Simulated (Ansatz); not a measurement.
TiAl under changes of volume

One of the cells (16.065 Å³/atom); the others are scaled copies at fixed shape and fractional positions:

```
Ti Al
1.0
     3.17906    0.00000    0.00000
     0.00000    3.17906    0.00000
     0.00000    0.00000    3.17906
Ti Al
1 1
Direct
  0.00000 0.00000 0.00000
  0.50000 0.50000 0.50000
```

The cell comes from a database or a generator and needn't be the stable form of this composition.

- Program: Ansatz 0.2.0
- Functional: PBE
- Potentials or basis: all-electron LAPW, scalar-relativistic
- Cutoff: 222 eV (chosen from the basis error)
- Basis error allowed: 0.0005 eV/atom
- k mesh: 8 × 8 × 8
- Occupations: fermi-dirac, width 0.05 eV
- Spin: no spin polarisation

```tsv
volume (Å³/atom)	energy over the lowest point (meV/atom)	pressure (GPa)
15.101	?	?
15.422	12.85	5.9
15.743	3.89	3.2
16.065	0.00	0.8
16.386	0.71	-1.3
16.707	5.58	-3.3
17.028	14.23	-5.1
```

Problem. What does the run at 15.101 Å³/atom give?

Solution. Energy over the lowest point 27.41 meV/atom; pressure 8.8 GPa.

Worked out: A Birch-Murnaghan fit of order 3 (a polynomial in V^(-2/3)) to the other rows has its minimum at 16.17 Å³/atom with B0 = V·E''(V) = 112 GPa and B' = 3.9. It gives 27.40 meV/atom at 15.101 Å³/atom, against the run's 27.41, and -dE/dV = 8.8 GPa, against 8.8.

Energies are extrapolated to zero smearing.
